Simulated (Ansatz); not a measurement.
## What a change of settings does to a run on NbAs

The structure comes from a relaxation in the same program, started in the rocksalt type. Whether it is a known phase or the ground state wasn't checked. The listed cell was then made from it by scaling, straining or moving an atom.

First run: DFT, PBE, all-electron LAPW, scalar-relativistic (Ansatz 0.2.0).

Command: `ansatz run input.yaml --threads 1 --pin off --max-ram 2048MiB --backend cpu --events-out ev --progress --plain --runs-dir out` The run took 37 s on 1 thread of Arm Neoverse N1 (shared host).

```yaml
crystal:
  lattice:
    - [0.0, 2.5842153857, 2.5842153857]
    - [2.5842153857, 0.0, 2.5842153857]
    - [2.5842153857, 2.5842153857, 0.0]
  atoms:
    - { symbol: Nb, position: [0.0, 0.0, 0.0] }
    - { symbol: As, position: [0.5, 0.5, 0.5] }
kpoints:
  mp_grid: { grid: [11, 11, 11] }
scf:
  occupations: { method: fermi_dirac, width: 0.05 }
hamiltonian:
  xc: pbe
  pseudopotentials: { kind: all_electron, lapw: { basis_error: 0.00025 } }
output:
  forces: true
  stress: true
  eigenvalues: true
```

Result: converged; pressure 10.07 GPa; no gap on the k mesh; 9 SCF iterations.

The input is then changed:

```diff
@@ -10,5 +10,5 @@
   mp_grid: { grid: [11, 11, 11] }
 scf:
-  occupations: { method: fermi_dirac, width: 0.05 }
+  occupations: { method: gaussian, width: 0.3 }
 hamiltonian:
   xc: pbe
```

Question: What does the second run give?

Answer: It converged; energy at zero smearing -4.0 meV/atom from the first run; pressure 10.20 GPa; no gap on the k mesh; 9 SCF iterations. Some of these settings are too coarse for converged properties.
